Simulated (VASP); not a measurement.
# SnSe in VASP: notebook, part 2 of 2

VASP 6.6.1. The steps go on from the part before.

## (3) Relaxation of the atoms, rev-vdW-DF2

Input file INCAR:

```
PREC = Accurate
ENCUT = 520
EDIFF = 1E-6
ISMEAR = 0
SIGMA = 0.03
LREAL = False
LASPH = True
NELM = 80
ALGO = Normal
ISIF = 2
LWAVE = False
LCHARG = False
LDIPOL = True
IDIPOL = 3
DIPOL = 0.5 0.5 0.500
GGA = MK
LUSE_VDW = True
AGGAC = 0.0
PARAM1 = 0.1234
PARAM2 = 0.711357
ZAB_VDW = -1.8867
IBRION = 2
NSW = 80
EDIFFG = -0.02
KPAR = 4
```

Input file KPOINTS:

```
Automatic mesh
0
Gamma
  6 6 1
```

Input file POSCAR:

```
SnSe
1.0
    4.2001910000      0.0000000000      0.0000000000
    0.0000000000      4.4511260000      0.0000000000
    0.0000000000      0.0000000000     29.6820097700
Sn Se
6 6
Direct
    0.7500000000      0.8985750000      0.2526783100
    0.2500000000      0.3985750000      0.3549717800
    0.7500000000      0.6014250000      0.4488532700
    0.2500000000      0.1014250000      0.5511467300
    0.7500000000      0.8985750000      0.6450282200
    0.2500000000      0.3985750000      0.7473216900
    0.2500000000      0.4766460000      0.2620801900
    0.7500000000      0.9766460000      0.3455699000
    0.2500000000      0.0233540000      0.4582551500
    0.7500000000      0.5233540000      0.5417448500
    0.2500000000      0.4766460000      0.6544301000
    0.7500000000      0.9766460000      0.7379198100
```

Potentials or basis: VASP PAW PBE potentials, release 64 (Sn_d, Se).

Launch:

```bash
> cat potpaw_PBE.64/Sn_d/POTCAR potpaw_PBE.64/Se/POTCAR > POTCAR
> mpirun -np 4 vasp_std > vasp.out
```

OUTCAR:

```text
PREC = Accurate
   ENCUT = 520
   EDIFF = 1E-6
   ISMEAR = 0
   LREAL = False
   LASPH = True
   NELM = 80
   ISIF = 2
   GGA = MK
   IBRION = 2
   NSW = 80
   EDIFFG = -0.02

 ion  position               nearest neighbor table
   1  0.750  0.899  0.253-   8 2.78   7 2.83   7 2.83
   2  0.250  0.399  0.355-   7 2.78   8 2.83   8 2.83   3 3.60   3 3.60
   3  0.750  0.601  0.449-  10 2.78   9 2.83   9 2.83   2 3.60   2 3.60
   4  0.250  0.101  0.551-   9 2.78  10 2.83  10 2.83   5 3.60   5 3.60
   5  0.750  0.899  0.645-  12 2.78  11 2.83  11 2.83   4 3.60   4 3.60
   6  0.250  0.399  0.747-  11 2.78  12 2.83  12 2.83
   7  0.250  0.477  0.262-   2 2.78   1 2.83   1 2.83
   8  0.750  0.977  0.346-   1 2.78   2 2.83   2 2.83
   9  0.250  0.023  0.458-   4 2.78   3 2.83   3 2.83
  10  0.750  0.523  0.542-   3 2.78   4 2.83   4 2.83
  11  0.250  0.477  0.654-   6 2.78   5 2.83   5 2.83
  12  0.750  0.977  0.738-   5 2.78   6 2.83   6 2.83

[... 459 lines left out ...]

 E-fermi :   1.2191     XC(G=0):  -6.3108

 val. band max:        1.0349173149   @ k =   0.0000   0.3333   0.0000
 cond. band min:       1.8805112505   @ k =   0.3333   0.0000   0.0000
 fundamental gap:      0.8455939356
 Fermi energy:         1.2190647377

 k-point     1 :       0.0000    0.0000    0.0000
  band No.  band energies     occupation
      1     -20.1370      2.00000
      2     -20.1304      2.00000
      3     -20.1276      2.00000
      4     -20.1244      2.00000
      5     -20.1242      2.00000
      6     -20.1230      2.00000
[... 1189 lines left out ...]
     71       5.9259      0.00000
     72       5.9259      0.00000

------------------------ aborting loop because EDIFF is reached ----------------------------------------

 vacuum level on the upper side and lower side of the slab       (xc-potential included)        -0.737        -0.737

  FORCE on cell =-STRESS in cart. coord.  units (eV):
  Direction    XX          YY          ZZ          XY          YZ          ZX
  --------------------------------------------------------------------------------------
  -------------------------------------------------------------------------------------
  Total        0.1536110     -0.3701994     -0.1708581      0.0000000      0.0000000      0.0000000
  in kB        0.4435072     -1.0688434     -0.4933032      0.0000000      0.0000000      0.0000000
  external PRESSURE =      -0.3728798 kB  Pullay stress =       0.0000000 kB
[... 31 lines left out ...]
  energy  without entropy=      -23.7067844607  energy(sigma->0) =      -23.70678446

Total vdW correction in eV:     20.0240129

 reached required accuracy - stopping structural energy minimisation

 vacuum level on the upper side and lower side of the slab         4.937         4.937
```

Wall time 59 min (4 MPI ranks of Intel Xeon 6975P-C (Granite Rapids), shared host); peak memory 2 GiB.

What came out:

```yaml
Free_energy: -23.7068 eV
Energy_gained_by_relaxing: 1.1 meV/atom
Ionic_steps: 12
Largest_force_after_relaxing: 0.015 eV/Å
Band_gap_on_the_k_mesh: 0.85 eV, indirect (least direct gap 1.02 eV)
```

Forces in eV/Å, atoms in the order of the input:
```
Sn   0.000 -0.010  0.009
Sn   0.000 -0.006 -0.011
Sn   0.000 -0.007  0.004
Sn   0.000 -0.007 -0.004
Sn   0.000 -0.006  0.011
Sn   0.000 -0.010 -0.009
Se   0.000  0.015  0.000
Se   0.000  0.009  0.006
Se   0.000 -0.001 -0.004
Se   0.000 -0.001  0.004
Se   0.000  0.009 -0.006
Se   0.000  0.015  0.000
```

Step by step:
```
step  energy change (eV)  largest force (eV/Å)  pressure (GPa)
   1              0.0000                0.1924           -0.11
   2             -0.0047                0.1301           -0.08
   3             -0.0081                0.0584           -0.02
   4             -0.0081                0.0735            0.00
   5             -0.0094                0.0607            0.00
   6             -0.0105                0.0485            0.00
   7             -0.0104                0.1081            0.00
   8             -0.0108                0.0748            0.00
   9             -0.0120                0.0535           -0.02
  10             -0.0131                0.0242           -0.05
  11             -0.0131                0.0257           -0.05
  12             -0.0136                0.0149           -0.04
```

Final structure:
```
Sn Se
1.0
     4.20019    0.00000    0.00000
     0.00000    4.45113    0.00000
     0.00000    0.00000   29.68201
Sn Se
6 6
Cartesian
  3.1501 4.0292 7.5500
  1.0500 1.7882 10.5022
  3.1501 2.6742 13.3277
  1.0500 0.4487 16.3543
  3.1501 4.0138 19.1798
  1.0500 1.8037 22.1320
  1.0500 2.1013 7.7562
  3.1501 4.3313 10.2733
  1.0500 0.0993 13.5988
  3.1501 2.3249 16.0832
  1.0500 2.1057 19.4087
  3.1501 4.3269 21.9258
```

Levels at points of the mesh, in eV from the valence-band top:
| k point | band 56 | band 57 | band 58 | band 59 | band 60 | band 61 | band 62 | band 63 | band 64 | band 65 |
| --- | --- | --- | --- | --- | --- | --- | --- | --- | --- | --- |
| (0.00, 0.00, 0.00) | -1.62 | -1.47 | -0.48 | -0.37 | -0.37 | 0.98 | 1.92 | 2.99 | 3.01 | 3.09 |
| (0.50, 0.00, 0.00) | -0.91 | -0.73 | -0.73 | -0.47 | -0.47 | 1.20 | 1.20 | 1.43 | 1.43 | 1.48 |
| (0.00, 0.50, 0.00) | -0.49 | -0.25 | -0.25 | -0.12 | -0.12 | 1.32 | 1.32 | 1.58 | 1.58 | 1.71 |
| (0.50, 0.50, 0.00) | -1.91 | -1.50 | -1.50 | -1.29 | -1.29 | 2.73 | 2.73 | 2.87 | 2.87 | 3.11 |

Caveat: the PAW data sets were made with another functional, which shifts forces and pressure a little; spin-orbit coupling is left out, which moves the levels of the heavy elements.

## (4) Single point, rev-vdW-DF2

Input file INCAR:

```
PREC = Accurate
ENCUT = 520
EDIFF = 1E-6
ISMEAR = 0
SIGMA = 0.03
LREAL = F
LASPH = T
NELM = 80
ALGO = Fast
ISIF = 2
LWAVE = F
LCHARG = F
LDIPOL = T
IDIPOL = 3
DIPOL = 0.5 0.5 0.500
GGA = MK
LUSE_VDW = T
AGGAC = 0.0
PARAM1 = 0.1234
PARAM2 = 0.711357
ZAB_VDW = -1.8867
LVHAR = T
LVACPOTAV = T
ICORELEVEL = 1
KPAR = 4
```

Input file KPOINTS:

```
regular mesh
0
Gamma
  6 6 1
```

Input file POSCAR:

```
SnSe                                    
1.0
    4.2001910000      0.0000000000      0.0000000000
    0.0000000000      4.4511260000      0.0000000000
    0.0000000000      0.0000000000     29.6820097700
  Sn              Se            
     6     6
Direct
     0.7500000000000000    0.9052129450255982    0.2543622773200114
     0.2500000000000000    0.4017419145318404    0.3538225951786268
     0.7500000000000000    0.6007973793378188    0.4490173703650214
     0.2500000000000000    0.1007973793378190    0.5509826296349788
     0.7500000000000000    0.9017419145318402    0.6461774048213732
     0.2500000000000000    0.4052129450255982    0.7456377226799888
     0.2500000000000000    0.4720880736434704    0.2613110938364214
     0.7500000000000000    0.9730708064981012    0.3461131644425007
     0.2500000000000000    0.0223098809631742    0.4581509541688512
     0.7500000000000000    0.5223098809631743    0.5418490458311489
     0.2500000000000000    0.4730708064981012    0.6538868355574992
     0.7500000000000000    0.9720880736434704    0.7386889061635789
```

Launch:

```bash
> cat potpaw_PBE.64/Sn_d/POTCAR potpaw_PBE.64/Se/POTCAR > POTCAR
> mpirun -np 4 vasp_std > vasp.out
```

It took 15 min on 4 MPI ranks of Intel Xeon 6975P-C (Granite Rapids), shared host; peak memory 2 GiB.

The run converged. Its results:

```yaml
Free_energy: -23.7068 eV
Largest_force: 0.015 eV/Å
Band_gap_on_the_k_mesh: 0.85 eV, indirect (least direct gap 1.02 eV)
Ionisation_potential_of_the_upper_face: 4.65 eV
```

Forces in eV/Å, atoms in the order of the input:
```
Sn   0.000 -0.010  0.009
Sn   0.000 -0.006 -0.012
Sn   0.000 -0.008  0.005
Sn   0.000 -0.008 -0.005
Sn   0.000 -0.006  0.012
Sn   0.000 -0.010 -0.009
Se   0.000  0.015  0.000
Se   0.000  0.009  0.006
Se   0.000  0.000 -0.004
Se   0.000  0.000  0.004
Se   0.000  0.009 -0.006
Se   0.000  0.015  0.000
```

Levels at points of the mesh, in eV from the valence-band top:
| k point | band 58 | band 59 | band 60 | band 61 | band 62 | band 63 |
| --- | --- | --- | --- | --- | --- | --- |
| (0.00, 0.00, 0.00) | -0.48 | -0.37 | -0.37 | 0.98 | 1.92 | 2.99 |
| (0.50, 0.00, 0.00) | -0.73 | -0.47 | -0.47 | 1.20 | 1.20 | 1.43 |
| (0.00, 0.50, 0.00) | -0.25 | -0.12 | -0.12 | 1.32 | 1.32 | 1.58 |
| (0.50, 0.50, 0.00) | -1.50 | -1.29 | -1.29 | 2.73 | 2.73 | 2.87 |

Core levels (eV, on the scale of the bands):
| atom | levels |
| --- | --- |
| 1 Sn | 1s -29001.3, 2s -4372.8, 2p -3924.4, 3s -839.0, 3p -692.5, 3d -467.2, 4s -127.8, 4p -83.6 |
| 2 Sn | 1s -29001.3, 2s -4372.8, 2p -3924.4, 3s -839.0, 3p -692.5, 3d -467.2, 4s -127.9, 4p -83.6 |
| 3 Sn | 1s -29001.3, 2s -4372.8, 2p -3924.4, 3s -839.0, 3p -692.5, 3d -467.2, 4s -127.9, 4p -83.6 |
| 4 Sn | 1s -29001.3, 2s -4372.8, 2p -3924.4, 3s -839.0, 3p -692.5, 3d -467.2, 4s -127.9, 4p -83.6 |
| 5 Sn | 1s -29001.3, 2s -4372.8, 2p -3924.4, 3s -839.0, 3p -692.5, 3d -467.2, 4s -127.9, 4p -83.6 |
| 6 Sn | 1s -29001.3, 2s -4372.8, 2p -3924.4, 3s -839.0, 3p -692.5, 3d -467.2, 4s -127.8, 4p -83.6 |

Caveat: the PAW data sets were made with another functional, which shifts forces and pressure a little; spin-orbit coupling is left out, which moves the levels of the heavy elements.
